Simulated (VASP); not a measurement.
# SrO (I4/mmm) in VASP: single point with r2SCAN

Aim: the single point of SrO with r2SCAN.

All numbers are computed with VASP 6.6.1; they aren't measurements. Logs are shortened: lines on timing, memory, paths and dates and some standing lists are left out, and cuts for length are marked.

### Step 1. The cell of the first run

Symmetry: I4/mmm, No. 139, tetragonal system. The conventional cell has a = 3.594 Å, b = 3.594 Å, c = 5.315 Å, α = 90.00°, β = 90.00°, γ = 90.00°. Sr (site symmetry 4/mmm) has 6 O at 2.54 to 2.66 Å as nearest neighbours. O (site symmetry 4/mmm) is surrounded by 6 Sr at 2.54 to 2.66 Å.

### Step 2. Single point, r2SCAN (strain -0.015 along x and y, +0.030 along z, atoms carried along)

POSCAR reads:

```
SrO
1.0
    0.0000000000      2.5414454751      2.6575521212
    2.5414454751      0.0000000000      2.6575521212
    2.5414454751      2.5414454751      0.0000000000
Sr O
1 1
Direct
    0.0000000000      0.0000000000      0.0000000000
    0.5000000000      0.5000000000      0.5000000000
```

INCAR.step1 reads:

```
PREC     = Accurate       # precision mode
ENCUT    = 520            # plane-wave cutoff, eV
ISMEAR   = 0              # smearing method
SIGMA    = 0.05           # smearing width, eV
LREAL    = False          # projectors in reciprocal space
LASPH    = True           # aspherical terms in the spheres
NELM     = 60             # most SCF steps
NBANDS   = 15             # bands
GGA      = PE             # functional
ALGO     = Normal         # electronic algorithm
EDIFF    = 1E-4           # SCF threshold, eV
LWAVE    = True           # write WAVECAR
LCHARG   = False          # write CHGCAR
```

INCAR.step2 reads:

```
PREC     = Accurate       # precision mode
ENCUT    = 520            # plane-wave cutoff, eV
EDIFF    = 1E-6           # SCF threshold, eV
ISMEAR   = 0              # smearing method
SIGMA    = 0.05           # smearing width, eV
LREAL    = False          # projectors in reciprocal space
LASPH    = True           # aspherical terms in the spheres
NELM     = 60             # most SCF steps
ALGO     = Normal         # electronic algorithm
ISIF     = 2              # what is computed and relaxed
LWAVE    = False          # write WAVECAR
LCHARG   = True           # write CHGCAR
METAGGA  = R2SCAN         # meta-GGA
LMIXTAU  = True         
LELF     = True           # ELF
LVHAR    = True         
NBANDS   = 15             # bands
ISTART   = 1
```

KPOINTS reads:

```
Automatic mesh
0
Gamma
  8 8 8
```

Potentials or basis: VASP PAW PBE potentials, release 64 (Sr_sv, O).

The run is started by

```console
cat potpaw_PBE.64/Sr_sv/POTCAR potpaw_PBE.64/O/POTCAR > POTCAR
cp INCAR.step1 INCAR
mpirun -np 1 vasp_std > vasp.out
cp INCAR.step2 INCAR
mpirun -np 1 vasp_std > vasp.out
```

OUTCAR:

```text
PREC = Accurate
   ENCUT = 520
   EDIFF = 1E-6
   ISMEAR = 0
   LREAL = False
   LASPH = True
   NELM = 60
   ISIF = 2
   METAGGA = R2SCAN
   ISTART = 1

 ion  position               nearest neighbor table
   1  0.000  0.000  0.000-   2 2.54   2 2.54   2 2.54   2 2.54   2 2.66   2 2.66
   2  0.500  0.500  0.500-   1 2.54   1 2.54   1 2.54   1 2.54   1 2.66   1 2.66

  LATTYP: Found a body centered tetragonal cell.
 ALAT       =     3.5941466589
 C/A-ratio  =     1.4788223038

  Lattice vectors:

 A1 = (  -2.5414454751,   0.0000000000,   2.6575521212)
 A2 = (   2.5414454751,   0.0000000000,   2.6575521212)
 A3 = (   0.0000000000,   2.5414454751,  -2.6575521212)

Analysis of symmetry for initial positions (statically):
=====================================================================
 Subroutine PRICEL returns:
 Original cell was already a primitive cell.

 Routine SETGRP: Setting up the symmetry group for a
 body centered tetragonal supercell.

 Subroutine GETGRP returns: Found 16 space group operations
 (whereof 16 operations were pure point group operations)
 out of a pool of 16 trial point group operations.

The static configuration has the point symmetry D_4h.

Analysis of symmetry for dynamics (positions and initial velocities):
=====================================================================
 Subroutine PRICEL returns:
 Original cell was already a primitive cell.

 Routine SETGRP: Setting up the symmetry group for a
 body centered tetragonal supercell.

 Subroutine GETGRP returns: Found 16 space group operations
 (whereof 16 operations were pure point group operations)
 out of a pool of 16 trial point group operations.

The dynamic configuration has the point symmetry D_4h.

 Subroutine INISYM returns: Found 16 space group operations
 (whereof 16 operations are pure point group operations),
 and found     1 'primitive' translations

----------------------------------------------------------------------------------------

                                     Primitive cell

  volume of cell :      34.3300

  direct lattice vectors                    reciprocal lattice vectors
     0.000000000  2.541445475  2.657552121    -0.196738433  0.196738433  0.188143064
     2.541445475  0.000000000  2.657552121     0.196738433 -0.196738433  0.188143064
     2.541445475  2.541445475  0.000000000     0.196738433  0.196738433 -0.188143064

  length of vectors
     3.677163089  3.677163089  3.594146659     0.335871753  0.335871753  0.335871753

  position of ions in fractional coordinates (direct lattice)
     0.000000000  0.000000000  0.000000000
     0.500000000  0.500000000  0.500000000

  ion indices of the primitive-cell ions
   primitive index   ion index
                 1           1
                 2           2

----------------------------------------------------------------------------------------

 KPOINTS: Automatic mesh

Automatic generation of k-mesh.
 Grid dimensions read from file:
 generate k-points for:    8    8    8

 Generating k-lattice:

  Cartesian coordinates                     Fractional coordinates (reciprocal lattice)
    -0.024592304  0.024592304  0.023517883     0.125000000  0.000000000  0.000000000
     0.024592304 -0.024592304  0.023517883     0.000000000  0.125000000  0.000000000
     0.024592304  0.024592304 -0.023517883     0.000000000  0.000000000  0.125000000

  Length of vectors
     0.041983969  0.041983969  0.041983969

  Shift w.r.t. Gamma in fractional coordinates (k-lattice)
     0.000000000  0.000000000  0.000000000

 Subroutine IBZKPT returns following result:
 ===========================================

 Found     59 irreducible k-points:

 Following reciprocal coordinates:
            Coordinates               Weight
  0.000000  0.000000  0.000000      1.000000
  0.125000  0.000000  0.000000      8.000000
  0.250000  0.000000  0.000000      8.000000
  0.375000  0.000000  0.000000      8.000000
  0.500000  0.000000  0.000000      4.000000
  0.125000  0.125000  0.000000      2.000000
[... 16 lines left out ...]
  0.250000  0.000000  0.125000     16.000000
  0.375000  0.000000  0.125000     16.000000
 [... further k-points ...]
   k-points           NKPTS =     59   k-points in BZ     NKDIM =     59   number of bands    NBANDS=     15
   number of dos      NEDOS =    301   number of ions     NIONS =      2
   total plane-waves  NPLWV =  21952
   dimension x,y,z NGX =    28 NGY =   28 NGZ =   28
   dimension x,y,z NGXF=    56 NGYF=   56 NGZF=   56
   ions per type =               1   1
   NGX,Y,Z   is equivalent  to a cutoff of  12.66, 12.66, 12.95 a.u.
   NGXF,Y,Z  is equivalent  to a cutoff of  25.32, 25.32, 25.90 a.u.
 SYSTEM =  unknown system
   PREC   = accura    normal or accurate (medium, high low for compatibility)
   ISTART =      1    job   : 0-new  1-cont  2-samecut
   ICHARG =      0    charge: 1-file 2-atom 10-const
   ISPIN  =      1    spin polarized calculation?
   LNONCOLLINEAR =      F non collinear calculations
   LSORBIT =      F    spin-orbit coupling
   LASPH  =      T    aspherical Exc in radial PAW
   ENCUT  =  520.0 eV  38.22 Ry    6.18 a.u.   6.84  6.84  6.68*2*pi/ulx,y,z
   NELM   =     60;   NELMIN=  2; NELMDL=  0     # of ELM steps
   EDIFF  = 0.1E-05   stopping-criterion for ELM
   LREAL  =      F    real-space projection
   EDIFFG = 0.1E-04   stopping-criterion for IOM
   NSW    =      0    number of steps for IOM
   IBRION =     -1    ionic relax: 0-MD 1-quasi-New 2-CG
   NFREE  =      0    steps in history (QN), initial steepest desc. (CG)
   ISIF   =      2    stress and relaxation
   ISYM   =      2    0-nonsym 1-usesym 2-fastsym
   POTIM  = 0.5000    time-step for ionic-motion
   TEBEG  =    0.0;   TEEND  =   0.0 temperature during run
   PSTRESS=    0.0 pullay stress
   NELECT =      16.0000    total number of electrons
   NUPDOWN=      -1.0000    fix difference up-down
   EMIN   =  10.00;   EMAX   =-10.00  energy-range for DOS
   EFERMI =   0.00;   METHOD = LEGACY
   ISMEAR =     0;   SIGMA  =   0.05  broadening in eV -4-tet -1-fermi 0-gaus
   EFERMI_NEDOS =   21; number of points for ismear=-14 and -15
   IALGO  =     38    algorithm
   IMIX   =      4    mixing-type and parameters
     AMIX     =   0.40;   BMIX     =  1.00
     AMIX_MAG =   1.60;   BMIX_MAG =  1.00
  volume/ion in A,a.u.               =      17.16       115.84
  Fermi-wavevector in a.u.,A,eV,Ry     =   1.269279  2.398589 21.919921  1.611069
  Thomas-Fermi vector in A             =   2.402329
   LORBIT       =      0    0 simple, 1 ext, 2 COOP (PROOUT), +10 PAW based schemes
   METAGGA = R2SCAN    functional components
   LHFCALC =     F    Hartree Fock is set to
   AEXX    =    0.0000 exact exchange contribution
   IVDW    =     0    specifies the selected vdW correction
   LEPSILON=     F    determine dielectric tensor
   LRPA    =     F    only Hartree local field effects (RPA)
 non-spin polarized calculation
 Gauss-broadening in eV      SIGMA  =   0.05
  energy-cutoff  :      520.00
  volume of cell :       34.33
 maximum number of plane-waves:       942
   NGX = 13   NGY = 13   NGZ = 13

 number of electron      15.9999999 magnetization

 Free energy of the ion-electron system (eV)
  ---------------------------------------------------
  ext. energy  EPLUGINS =         0.00000000
  ---------------------------------------------------
  free energy    TOTEN  =       -27.03640156 eV

  energy without entropy =      -27.03640156  energy(sigma->0) =      -27.03640156

 E-fermi :   1.6318     XC(G=0): -10.5314

 val. band max:        1.3455272380   @ k =   0.0000   0.0000   0.0000
 cond. band min:       4.9981957147   @ k =   0.5000   0.0000   0.5000
 fundamental gap:      3.6526684768
 Fermi energy:         1.6317938203

 k-point     1 :       0.0000    0.0000    0.0000
  band No.  band energies     occupation
      1     -32.2031      2.00000
      2     -14.7239      2.00000
      3     -13.2703      2.00000
      4     -13.2231      2.00000
      5     -13.2231      2.00000
      6       1.2043      2.00000
      7       1.3455      2.00000
      8       1.3455      2.00000
      9       5.8265      0.00000
     10       7.8407      0.00000
     11       8.1757      0.00000
     12       8.1757      0.00000
     13      10.1263      0.00000
     14      10.6581      0.00000
     15      14.5606      0.00000

 k-point     2 :       0.1250    0.0000    0.0000
  band No.  band energies     occupation
      1     -32.1838      2.00000
      2     -15.0161      2.00000
      3     -13.2788      2.00000
      4     -13.2287      2.00000
      5     -12.9854      2.00000
      6       0.8614      2.00000
      7       1.0820      2.00000
      8       1.1447      2.00000
      9       6.4998      0.00000
     10       7.8732      0.00000
     11       8.3046      0.00000
     12       8.4698      0.00000
     13      10.5295      0.00000
     14      11.0762      0.00000
     15      15.5724      0.00000

 k-point     3 :       0.2500    0.0000    0.0000
  band No.  band energies     occupation
      1     -32.1365      2.00000
      2     -15.5298      2.00000
      3     -13.3196      2.00000
      4     -13.2420      2.00000
      5     -12.5825      2.00000
      6       0.0757      2.00000
      7       0.6701      2.00000
      8       0.7072      2.00000
      9       7.7979      0.00000
     10       8.0477      0.00000
     11       9.1501      0.00000
     12       9.2727      0.00000
     13      11.5454      0.00000
     14      12.1162      0.00000
     15      17.5661      0.00000
[... 343 lines left out ...]
 k-point    23 :       0.2500    0.0000    0.1250
  band No.  band energies     occupation
      1     -32.1375      2.00000
      2     -15.4224      2.00000
      3     -13.3644      2.00000
      4     -13.3158      2.00000
      5     -12.6251      2.00000
      6       0.0651      2.00000
      7       0.8628      2.00000
      8       1.0192      2.00000
      9       7.0892      0.00000
     10       7.5057      0.00000
     11       9.3948      0.00000
     12       9.6204      0.00000
     13      11.1015      0.00000
     14      12.3460      0.00000
     15      17.6541      0.00000

 k-point    24 :       0.3750    0.0000    0.1250
  band No.  band energies     occupation
      1     -32.0901      2.00000
      2     -15.7717      2.00000
      3     -13.4058      2.00000
      4     -13.3310      2.00000
      5     -12.4480      2.00000
      6      -0.3093      2.00000
      7       0.4375      2.00000
      8       0.6250      2.00000
      9       7.3978      0.00000
     10       8.8125      0.00000
     11      10.3711      0.00000
     12      10.5559      0.00000
     13      12.3440      0.00000
     14      13.2439      0.00000
     15      17.8276      0.00000

 [... further k-points ...]

------------------------ aborting loop because EDIFF is reached ----------------------------------------

  FORCE on cell =-STRESS in cart. coord.  units (eV):
  Direction    XX          YY          ZZ          XY          YZ          ZX
  --------------------------------------------------------------------------------------
  -------------------------------------------------------------------------------------
  Total        0.6342061      0.6342061     -0.6330305      0.0000000     -0.0000000      0.0000000
  in kB       29.5983589     29.5983589    -29.5434922      0.0000000     -0.0000000      0.0000000
  external PRESSURE =       9.8844085 kB  Pullay stress =       0.0000000 kB

 VOLUME and BASIS-vectors are now :
 -----------------------------------------------------------------------------
  energy-cutoff  :      520.00
  volume of cell :       34.33
      direct lattice vectors                 reciprocal lattice vectors
     0.000000000  2.541445475  2.657552121    -0.196738433  0.196738433  0.188143064
     2.541445475  0.000000000  2.657552121     0.196738433 -0.196738433  0.188143064
     2.541445475  2.541445475  0.000000000     0.196738433  0.196738433 -0.188143064

 POSITION                                       TOTAL-FORCE (eV/Angst)
 -----------------------------------------------------------------------------------
      0.00000      0.00000      0.00000        -0.000000      0.000000      0.000000
      2.54145      2.54145      2.65755         0.000000     -0.000000      0.000000
 -----------------------------------------------------------------------------------
    total drift:                                0.000000      0.000000      0.000000

  FREE ENERGIE OF THE ION-ELECTRON SYSTEM (eV)
  ---------------------------------------------------
  free  energy   TOTEN  =       -27.0364015641 eV

  energy  without entropy=      -27.0364015641  energy(sigma->0) =      -27.03640156
```

Run time: 59 s. Hardware: 1 thread of Intel Xeon 6975P-C (Granite Rapids), shared host; peak memory 0.18 GiB.

Results:

```
Free energy            : -27.0364 eV
Pressure               : 1.0 GPa
Band gap on the k mesh : 3.65 eV, indirect (least direct gap 3.73 eV)
```

Caveat: the PAW data sets were made with another functional, which shifts forces and pressure a little.
